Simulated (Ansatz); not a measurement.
Crystal: Ir.

```
Ir
1.0
     0.00000    1.91560    1.91560
     1.91560    0.00000    1.91560
     1.91560    1.91560    0.00000
Ir
1
Direct
  0.00000 0.00000 0.00000
```

| Quantity | Value |
| --- | --- |
| Program | Ansatz 0.2.0 |
| Task | relaxation of cell and atoms |
| Functional | RPBE |
| Dispersion | D3(BJ) |
| Potentials or basis | all-electron LAPW, scalar-relativistic |
| Basis error allowed | 0.001 eV/atom |
| k mesh | 12 × 12 × 12 |
| Occupations | fermi-dirac, width 0.05 eV |
| Spin | no spin polarisation |

At the start: volume 14.06 Å³/atom.

Q: Where does the relaxation end?

A: Over 6 steps the energy falls by 124.3 meV/atom and the volume is 12.96 Å³/atom (-7.8 %); space group Fm-3m (No. 225, to 0.05 Å).

The path:
```
step  energy change (eV)  largest force (eV/Å)  volume (Å³)
   1              0.0000                0.0000        14.06
   2             -0.0156                0.0000        12.08
   3             -0.1220                0.0000        13.10
   4             -0.1243                0.0000        12.98
   5             -0.1243                0.0000        12.96
   6             -0.1243                0.0000        12.96
```

Final structure:
```cif
data_structure
_symmetry_space_group_name_H-M 'P 1'
_symmetry_Int_Tables_number 1
_cell_length_a 2.6368
_cell_length_b 2.6368
_cell_length_c 2.6368
_cell_angle_alpha 60.000
_cell_angle_beta 60.000
_cell_angle_gamma 60.000
_cell_volume 12.96
loop_
_atom_site_label
_atom_site_type_symbol
_atom_site_fract_x
_atom_site_fract_y
_atom_site_fract_z
_atom_site_occupancy
Ir1 Ir 0.00000 0.00000 0.00000 1
```
